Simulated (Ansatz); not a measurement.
Here is an Ansatz 0.2.0 calculation.

input.yaml

```yaml
crystal:
  lattice:
    - [11.42, 0.0, 0.0]
    - [0.0, 4.19, 0.0]
    - [0.0, 0.0, 4.46]
  atoms:
    - { symbol: Sn, position: [0.875319, 0.750136, 0.909917] }
    - { symbol: Sn, position: [0.625573, 0.245577, 0.411067] }
    - { symbol: Sn, position: [0.372862, 0.74919, 0.594626] }
    - { symbol: Sn, position: [0.126562, 0.262525, 0.085466] }
    - { symbol: Se, position: [0.644788, 0.763149, 0.988797] }
    - { symbol: Se, position: [0.855879, 0.259538, 0.484441] }
    - { symbol: Se, position: [0.142949, 0.754527, 0.509093] }
    - { symbol: Se, position: [0.360492, 0.231356, 0.011672] }
kpoints:
  mp_grid: { grid: [3, 6, 6] }
scf:
  occupations: { method: fermi_dirac, width: 0.05 }
hamiltonian:
  xc: pbe
  pseudopotentials: { kind: all_electron, lapw: { basis_error: 0.001 } }
output:
  forces: true
  stress: true
  eigenvalues: true
  populations: true
```

Potentials or basis: all-electron LAPW, scalar-relativistic.

Launch:

```console
$ ansatz run input.yaml --threads 4 --pin off --max-ram 12288MiB --backend cpu --events-out ev --progress --plain --runs-dir out
```

Estimate the largest force.

0.684 eV/Å.

Predict the Loewdin charges.

Sn +0.31, +0.30; Se -0.24, -0.25 e.

Predict the band gap on the k mesh.

0.60 eV, indirect (least direct gap 0.75 eV).

Stress tensor (GPa, compression positive):
```
5.36 0.13 0.01
0.13 2.08 0.60
0.01 0.60 1.95
```

Caveat: spin-orbit coupling is left out, which moves the levels of the heavy elements; an odd mesh through Γ misses points on the zone boundary, where band edges often lie.
